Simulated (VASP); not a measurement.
KI:

```
CELL_PARAMETERS angstrom
0.00000 3.53277 3.53277
3.53277 0.00000 3.53277
3.53277 3.53277 0.00000
ATOMIC_POSITIONS crystal
I 0.50000 0.50000 0.50000
K 0.00000 0.00000 0.00000
```

Program: VASP 6.6.1. Alike in all runs: no spin polarisation; cell as given; smearing gaussian 0.02 eV.

**Question.** Order these runs on this cell by their band gap on the k mesh, lowest first.
A. level r2SCAN; potentials or basis VASP PAW PBE potentials, release 64 (I, K_sv); k mesh 8 × 8 × 8; cutoff (eV) 520; ladder free; mesh quality not flagged
B. level PBE; potentials or basis VASP PAW PBE potentials, release 64 (I_GW, K_sv_GW); k mesh 3 × 3 × 3; cutoff (eV) 500; mesh quality coarse
C. level LDA; potentials or basis VASP PAW LDA potentials, release 64 (I, K_sv); k mesh 8 × 8 × 8; cutoff (eV) 520; ladder free; mesh quality not flagged

**Answer.** C (3.62 eV), B (3.95 eV), A (4.61 eV).

Caveats: some runs use coarse meshes; spin-orbit coupling is left out, which moves the levels of the heavy elements; an odd mesh through Γ misses points on the zone boundary, where band edges often lie (some runs).

Not every run made on this cell is shown here.
